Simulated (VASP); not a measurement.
# Be2C (Fm-3m) in VASP: further runs

Runs on Be2C. Level: PBEsol. Tasks: single point, relaxation of cell and atoms.

Everything below comes from runs of VASP 6.6.1. Logs are shortened: lines on timing, memory, paths and dates and some standing lists are left out, and cuts for length are marked.

### 1 The structure

Symmetry: Fm-3m, No. 225, cubic system. The conventional cell has a = 4.328 Å, b = 4.328 Å, c = 4.328 Å, α = 90.00°, β = 90.00°, γ = 90.00°. Be (site symmetry -43m) has 4 C at 1.87 Å as nearest neighbours. C (site symmetry m-3m) has 8 Be at 1.87 Å as nearest neighbours.

### 2 Single point, PBEsol (relaxed again under DFT PBEsol, scalar-relativistic, plane waves, PAW)

The input, INCAR:

```
SYSTEM = Be2C
PREC = Accurate ; ENCUT = 520
EDIFF = 1E-7 ; ISMEAR = 0
SIGMA = 0.02 ; LREAL = .False.
LASPH = .True. ; NELM = 100
ALGO = Normal ; ISIF = 2
LWAVE = .False. ; LCHARG = .True.
GGA = PS ; LELF = .True.
LVHAR = .True. ; NBANDS = 11
```

The input, KPOINTS:

```
Automatic mesh
0
Gamma
  12 12 12
  0 0 0
```

The input, POSCAR:

```
Be2C
1.0
    0.0000000000      2.1553808132      2.1553808132
    2.1553808132      0.0000000000      2.1553808132
    2.1553808132      2.1553808132      0.0000000000
Be C
2 1
Direct
    0.2500000000      0.2500000000      0.2500000000
    0.7500000000      0.7500000000      0.7500000000
    0.0000000000      0.0000000000      0.0000000000
```

Potentials or basis: VASP PAW PBE potentials, release 64 (Be, C).

The run is started by

```sh
$ cat potpaw_PBE.64/Be/POTCAR potpaw_PBE.64/C/POTCAR > POTCAR
$ mpirun -np 1 vasp_std > vasp.out
```

OUTCAR:

```text
SYSTEM = Be2C
   PREC = Accurate
   ENCUT = 520
   EDIFF = 1E-7
   ISMEAR = 0
   LREAL = .False.
   LASPH = .True.
   NELM = 100
   ISIF = 2
   GGA = PS

 ion  position               nearest neighbor table
   1  0.250  0.250  0.250-   3 1.87   3 1.87   3 1.87   3 1.87   2 2.16   2 2.16   2 2.16   2 2.16
                             2 2.16   2 2.16
   2  0.750  0.750  0.750-   3 1.87   3 1.87   3 1.87   3 1.87   1 2.16   1 2.16   1 2.16   1 2.16
                             1 2.16   1 2.16
   3  0.000  0.000  0.000-   2 1.87   2 1.87   2 1.87   1 1.87   2 1.87   1 1.87   1 1.87   1 1.87

  LATTYP: Found a face centered cubic cell.
 ALAT       =     4.3107616264

  Lattice vectors:

 A1 = (   0.0000000000,   2.1553808132,   2.1553808132)
 A2 = (   2.1553808132,   0.0000000000,   2.1553808132)
 A3 = (   2.1553808132,   2.1553808132,   0.0000000000)

Analysis of symmetry for initial positions (statically):
=====================================================================
 Subroutine PRICEL returns:
 Original cell was already a primitive cell.

 Routine SETGRP: Setting up the symmetry group for a
 face centered cubic supercell.

 Subroutine GETGRP returns: Found 48 space group operations
 (whereof 48 operations were pure point group operations)
 out of a pool of 48 trial point group operations.

The static configuration has the point symmetry O_h .

Analysis of symmetry for dynamics (positions and initial velocities):
=====================================================================
 Subroutine PRICEL returns:
 Original cell was already a primitive cell.

 Routine SETGRP: Setting up the symmetry group for a
 face centered cubic supercell.

 Subroutine GETGRP returns: Found 48 space group operations
 (whereof 48 operations were pure point group operations)
 out of a pool of 48 trial point group operations.

The dynamic configuration has the point symmetry O_h .

 Subroutine INISYM returns: Found 48 space group operations
 (whereof 48 operations are pure point group operations),
 and found     1 'primitive' translations

----------------------------------------------------------------------------------------

                                     Primitive cell

  volume of cell :      20.0264

  direct lattice vectors                    reciprocal lattice vectors
     0.000000000  2.155380813  2.155380813    -0.231977568  0.231977568  0.231977568
     2.155380813  0.000000000  2.155380813     0.231977568 -0.231977568  0.231977568
[... 93 lines left out ...]
   ISIF   =      2    stress and relaxation
   ISYM   =      2    0-nonsym 1-usesym 2-fastsym
   POTIM  = 0.5000    time-step for ionic-motion
   TEBEG  =    0.0;   TEEND  =   0.0 temperature during run
   PSTRESS=    0.0 pullay stress
   NELECT =       8.0000    total number of electrons
   NUPDOWN=      -1.0000    fix difference up-down
   EMIN   =  10.00;   EMAX   =-10.00  energy-range for DOS
   EFERMI =   0.00;   METHOD = LEGACY
   ISMEAR =     0;   SIGMA  =   0.02  broadening in eV -4-tet -1-fermi 0-gaus
   EFERMI_NEDOS =   21; number of points for ismear=-14 and -15
   IALGO  =     38    algorithm
   IMIX   =      4    mixing-type and parameters
     AMIX     =   0.40;   BMIX     =  1.00
     AMIX_MAG =   1.60;   BMIX_MAG =  1.00
  volume/ion in A,a.u.               =       6.68        45.05
  Fermi-wavevector in a.u.,A,eV,Ry     =   1.205695  2.278433 19.778797  1.453701
  Thomas-Fermi vector in A             =   2.341384
   LORBIT       =      0    0 simple, 1 ext, 2 COOP (PROOUT), +10 PAW based schemes
   GGA     = PS    functional components
   LHFCALC =     F    Hartree Fock is set to
   AEXX    =    0.0000 exact exchange contribution
   IVDW    =     0    specifies the selected vdW correction
   LEPSILON=     F    determine dielectric tensor
   LRPA    =     F    only Hartree local field effects (RPA)
 non-spin polarized calculation
 Gauss-broadening in eV      SIGMA  =   0.02
  energy-cutoff  :      520.00
  volume of cell :       20.03
 maximum number of plane-waves:       552
   NGX = 11   NGY = 11   NGZ = 11

 number of electron       8.0000000 magnetization

 Free energy of the ion-electron system (eV)
  ---------------------------------------------------
  ext. energy  EPLUGINS =         0.00000000
  ---------------------------------------------------
  free energy    TOTEN  =       -18.41182890 eV

  energy without entropy =      -18.41182890  energy(sigma->0) =      -18.41182890

 E-fermi :   7.9461     XC(G=0): -11.5635

 val. band max:        7.8186013465   @ k =   0.0000   0.0000   0.0000
 cond. band min:       8.8838653325   @ k =   0.5000   0.5000   0.0000
 fundamental gap:      1.0652639860
 Fermi energy:         7.9460762471

 k-point     1 :       0.0000    0.0000    0.0000
  band No.  band energies     occupation
      1      -7.3099      2.00000
      2       7.8186      2.00000
      3       7.8186      2.00000
      4       7.8186      2.00000
      5      11.9267      0.00000
      6      11.9267      0.00000
      7      11.9267      0.00000
      8      14.6665      0.00000
      9      21.0013      0.00000
     10      21.0013      0.00000
     11      21.0013      0.00000
[... 309 lines left out ...]
 k-point    24 :      -0.4167    0.1667    0.0000
  band No.  band energies     occupation
      1      -4.1594      2.00000
      2      -0.5501      2.00000
      3       4.1402      2.00000
      4       5.2367      2.00000
      5      12.5223      0.00000
      6      14.5750      0.00000
      7      16.2800      0.00000
      8      18.5747      0.00000
      9      20.8413      0.00000
     10      21.1957      0.00000
     11      24.9893      0.00000

 [... further k-points ...]
[... 5 lines left out ...]
  --------------------------------------------------------------------------------------
  -------------------------------------------------------------------------------------
  Total        0.0870380      0.0870380      0.0870380      0.0000000     -0.0000000      0.0000000
  in kB        6.9633382      6.9633382      6.9633382      0.0000000     -0.0000000      0.0000000
  external PRESSURE =       6.9633382 kB  Pullay stress =       0.0000000 kB

 VOLUME and BASIS-vectors are now :
 -----------------------------------------------------------------------------
  energy-cutoff  :      520.00
  volume of cell :       20.03
      direct lattice vectors                 reciprocal lattice vectors
     0.000000000  2.155380813  2.155380813    -0.231977568  0.231977568  0.231977568
     2.155380813  0.000000000  2.155380813     0.231977568 -0.231977568  0.231977568
     2.155380813  2.155380813  0.000000000     0.231977568  0.231977568 -0.231977568

 POSITION                                       TOTAL-FORCE (eV/Angst)
 -----------------------------------------------------------------------------------
      1.07769      1.07769      1.07769        -0.000000     -0.000000     -0.000000
      3.23307      3.23307      3.23307         0.000000      0.000000      0.000000
      0.00000      0.00000      0.00000         0.000000      0.000000      0.000000
 -----------------------------------------------------------------------------------
    total drift:                               -0.000000     -0.000000      0.000000

  FREE ENERGIE OF THE ION-ELECTRON SYSTEM (eV)
  ---------------------------------------------------
  free  energy   TOTEN  =       -18.4118289002 eV

  energy  without entropy=      -18.4118289002  energy(sigma->0) =      -18.41182890
```

OSZICAR:

```text
N       E                     dE             d eps       ncg     rms          rms(c)
DAV:   1     0.195655309465E+01    0.19566E+01   -0.40023E+03  1584   0.669E+02
DAV:   2    -0.187780210291E+02   -0.20735E+02   -0.19810E+02  2139   0.122E+02
DAV:   3    -0.194639963995E+02   -0.68598E+00   -0.68322E+00  2048   0.169E+01
DAV:   4    -0.194672926051E+02   -0.32962E-02   -0.32957E-02  1826   0.141E+00
DAV:   5    -0.194673085646E+02   -0.15960E-04   -0.15959E-04  2033   0.841E-02    0.528E+00
DAV:   6    -0.184766035264E+02    0.99071E+00   -0.29026E+00  1647   0.805E+00    0.214E+00
DAV:   7    -0.184245961038E+02    0.52007E-01   -0.18270E-01  1903   0.275E+00    0.126E+00
DAV:   8    -0.184120021297E+02    0.12594E-01   -0.11089E-02  1825   0.977E-01    0.219E-01
DAV:   9    -0.184118296068E+02    0.17252E-03   -0.34662E-04  1930   0.110E-01    0.122E-01
DAV:  10    -0.184118296225E+02   -0.15682E-07   -0.12312E-04  1940   0.659E-02    0.815E-03
DAV:  11    -0.184118288665E+02    0.75595E-06   -0.78761E-06  1801   0.155E-02    0.245E-03
DAV:  12    -0.184118289002E+02   -0.33638E-07   -0.21948E-07  1708   0.382E-03
   1 F= -.18411829E+02 E0= -.18411829E+02  d E =-.445520E-22
```

stdout:

```text
POSCAR found type information on POSCAR BeC
 POSCAR found :  2 types and       3 ions
 scaLAPACK will be used
 -----------------------------------------------------------------------------
|                                                                             |
|                                                                             |
|     You enforced a specific xc type in the INCAR file but a different       |
|     I HOPE YOU KNOW WHAT YOU ARE DOING!                                     |
|                                                                             |
 -----------------------------------------------------------------------------

 LDA part: xc-table for (Slater+PW92), standard interpolation
 POSCAR, INCAR and KPOINTS ok, starting setup
 FFT: planning ... GRIDC
 FFT: planning ... GRID_SOFT
 FFT: planning ... GRID
 WAVECAR not read
 entering main loop
```

Run time: 21 s. Hardware: 1 thread of AMD EPYC 7R13 (Zen 3), shared host; peak memory 0.1 GiB.

What came out:

| Property | Result |
| --- | --- |
| Free energy | -18.4118 eV |
| Pressure | 0.7 GPa |
| Band gap on the k mesh | 1.07 eV, indirect (least direct gap 4.11 eV) |

Levels at points of the mesh, in eV from the valence-band top:
| k point | band 1 | band 2 | band 3 | band 4 | band 5 | band 6 | band 7 | band 8 |
| --- | --- | --- | --- | --- | --- | --- | --- | --- |
| (0.00, 0.00, 0.00) | -15.13 | 0.00 | 0.00 | 0.00 | 4.11 | 4.11 | 4.11 | 6.85 |
| (0.50, 0.00, 0.00) | -12.21 | -8.85 | -1.86 | -1.86 | 4.97 | 4.97 | 7.15 | 9.78 |
| (0.50, 0.50, 0.00) | -11.47 | -6.83 | -4.81 | -4.81 | 1.07 | 5.81 | 13.34 | 13.34 |

Caveat: the PAW data sets were made with another functional, which shifts forces and pressure a little. A k mesh can miss the band edges.

### 3 Relaxation of cell and atoms, PBEsol

The input, INCAR:

```
SYSTEM = Be2C
PREC = Accurate ; ENCUT = 600
EDIFF = 1E-7 ; ISMEAR = 0
SIGMA = 0.02 ; LREAL = .False.
LASPH = .True. ; NELM = 100
ALGO = Normal ; ISIF = 3
LWAVE = .False. ; LCHARG = .False.
GGA = PS ; IBRION = 2
NSW = 70 ; EDIFFG = -0.005
```

KPOINTS is that of step 2.

The input, POSCAR:

```
Be2C
1.0
    0.0000000000      2.1642401185      2.1642401185
    2.1642401185      0.0000000000      2.1642401185
    2.1642401185      2.1642401185      0.0000000000
Be C
2 1
Direct
    0.2500000000      0.2500000000      0.2500000000
    0.7500000000      0.7500000000      0.7500000000
    0.0000000000      0.0000000000      0.0000000000
```

Potentials or basis: VASP PAW PBE potentials, release 64 (Be, C).

The run is started by

```sh
$ cat potpaw_PBE.64/Be/POTCAR potpaw_PBE.64/C/POTCAR > POTCAR
$ mpirun -np 1 vasp_std > vasp.out
```

Wall time 30 s (1 thread of AMD EPYC 7R13 (Zen 3), shared host); peak memory 0.1 GiB.

The run converged. Its results:

* Free energy: -18.4132 eV
* Relaxed volume: 6.69 Å³/atom
* Relaxed cell: a = 3.051 Å, b = 3.051 Å, c = 3.051 Å, α = 60.00°, β = 60.00°, γ = 60.00°
* Space group after relaxing (to 0.05 Å): Fm-3m (No. 225)
* Energy gained by relaxing: 0.4 meV/atom
* Ionic steps: 3
* Pressure after relaxing: 0.0 GPa
* Band gap on the k mesh: 1.06 eV, indirect (least direct gap 4.10 eV)

Step by step:
| step | energy change (eV) | largest force (eV/Å) | pressure (GPa) | volume (Å³) |
| --- | --- | --- | --- | --- |
| 1 | 0.0000 | 0.0000 | -1.93 | 20.27 |
| 2 | -0.0011 | 0.0000 | 0.46 | 20.04 |
| 3 | -0.0012 | 0.0000 | 0.01 | 20.08 |

Final structure:
```xyz
3
Lattice="0.0000 2.1573 2.1573 2.1573 0.0000 2.1573 2.1573 2.1573 0.0000" Properties=species:S:1:pos:R:3 pbc="T T T"
Be    1.0787    1.0787    1.0787
Be    3.2359    3.2359    3.2359
C     0.0000    0.0000    0.0000
```

Levels at points of the mesh, in eV from the valence-band top:
```tsv
k point	band 2	band 3	band 4	band 5	band 6	band 7
(0.00, 0.00, 0.00)	0.00	0.00	0.00	4.10	4.10	4.10
(0.50, 0.00, 0.00)	-8.83	-1.85	-1.85	4.97	4.97	7.12
(0.50, 0.50, 0.00)	-6.82	-4.80	-4.80	1.06	5.79	13.31
```

Caveat: the PAW data sets were made with another functional, which shifts forces and pressure a little. A k mesh can miss the band edges.
